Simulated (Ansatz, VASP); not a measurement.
One calculation of Ag, two programs

File INCAR:

```
PREC = Accurate
ENCUT = 520
EDIFF = 1E-7
ISMEAR = -1
SIGMA = 0.0816
LREAL = F
LASPH = T
NELM = 100
ALGO = Normal
ISIF = 2
LWAVE = F
LCHARG = F
GGA = PE
NBANDS = 30
```

Contents of KPOINTS:

```
Automatic mesh
0
Gamma
  6 6 6
```

POSCAR

```
Ag
1.0
    4.1468743097      0.0000000000      0.0000000000
    0.0000000000      4.1468743097      0.0000000000
    0.0000000000      0.0000000000      4.1468743097
Ag
4
Direct
    0.0000000000      0.0000000000      0.0000000000
    0.5000000000      0.5000000000      0.0000000000
    0.5000000000      0.0000000000      0.5000000000
    0.0000000000      0.5000000000      0.5000000000
```

Input for Ansatz:

```yaml
crystal:
  lattice:
    - [4.1468743097, 0.0, 0.0]
    - [0.0, 4.1468743097, 0.0]
    - [0.0, 0.0, 4.1468743097]
  atoms:
    - { symbol: Ag, position: [0.0, 0.0, 0.0] }
    - { symbol: Ag, position: [0.5, 0.5, 0.0] }
    - { symbol: Ag, position: [0.5, 0.0, 0.5] }
    - { symbol: Ag, position: [0.0, 0.5, 0.5] }
kpoints:
  mp_grid: { grid: [6, 6, 6] }
scf:
  occupations: { method: fermi_dirac, width: 0.0816 }
hamiltonian:
  xc: pbe
  pseudopotentials: { kind: paw }
output:
  forces: true
  stress: true
  eigenvalues: true
  core_levels:
    shells: { Ag: ["3p"] }
    counted_from: fermi_level
    add_spin: false
```

Alike in both runs: task single point; functional PBE; k mesh 6 × 6 × 6; occupations fermi-dirac, width 0.0816 eV; no spin polarisation.

```csv
,VASP,Ansatz
version,VASP 6.6.1,Ansatz 0.2.0
potentials or method,"VASP PAW PBE potentials, release 64 (Ag)","PAW with Ansatz's default frozen-core files, scalar-relativistic"
plane-wave cutoff (eV),520,420
valence electrons in the cell,44,76
```

|  | VASP | Ansatz | Ansatz less VASP |
| --- | --- | --- | --- |
| pressure (GPa) | 0.0 | 0.2 | +0.12 |

With one functional, cell and mesh, what is left measures potentials, basis and numerics. The two sets of potentials don't hold the same shells in valence.
